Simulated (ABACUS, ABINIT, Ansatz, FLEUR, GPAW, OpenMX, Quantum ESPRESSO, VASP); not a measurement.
**KBr: 9 runs at one level of theory**

```
CELL_PARAMETERS angstrom
0.00000 3.30000 3.30000
3.30000 0.00000 3.30000
3.30000 3.30000 0.00000
ATOMIC_POSITIONS crystal
Br 0.49814 0.50499 0.50480
K 0.99673 0.01319 0.99466
```

Atoms were shifted at random by some hundredths of an Å from the given cell, which wasn't relaxed again for these runs.

Alike in all runs: task single point; functional PBE; k mesh 7 × 7 × 7; occupations fermi-dirac, width 0.05 eV; no spin polarisation; no spin-orbit coupling. Pressure is positive in compression and, in plane waves, holds the error of the finite cutoff, which Ansatz's Pulay term estimates and takes out.

```csv
program and potentials,plane-wave cutoff (eV),notes,pressure (GPa),largest force (eV/Å),energy over the undisturbed cell (meV/atom)
"Ansatz, all-electron LAPW, scalar-relativistic",-,-,0.73,0.055,-
"ABACUS, PseudoDojo NC SR 0.4.1 PBE standard, plane waves",1007,-,?,?,?
"Quantum ESPRESSO, SSSP 1.3 efficiency PBE",816,-,0.70,0.055,0.61
"OpenMX, OpenMX 2013 PBE set, Br7.0-s3p2d2, K10.0-s3p2d1, grid cutoff 260 Ry",-,atomic basis,0.82,0.062,0.66
"GPAW, GPAW PAW data sets (gpaw-data 1.2.1)",600,-,0.71,0.055,0.61
"VASP, PBE PAW files Br, K_sv, 520 eV",520,-,0.77,0.056,-
"Ansatz, Ansatz PAW (earlier soft set)",420,-,0.73,0.055,0.61
"ABINIT, JTH PAW PBE v2.0",435,-,0.72,0.056,0.61
"FLEUR, all-electron, FLAPW",-,-,-,0.056,0.61
```

**Question.** Estimate from the other rows what the run with ABACUS, PseudoDojo NC SR 0.4.1 PBE standard, plane waves gave.

**Answer.** Pressure 0.71 GPa; largest force 0.054 eV/Å; energy over the undisturbed cell 0.61 meV/atom. The other rows, which needn't bracket it: pressure 0.70 to 0.82; largest force 0.055 to 0.062; energy over the undisturbed cell 0.61 to 0.66.
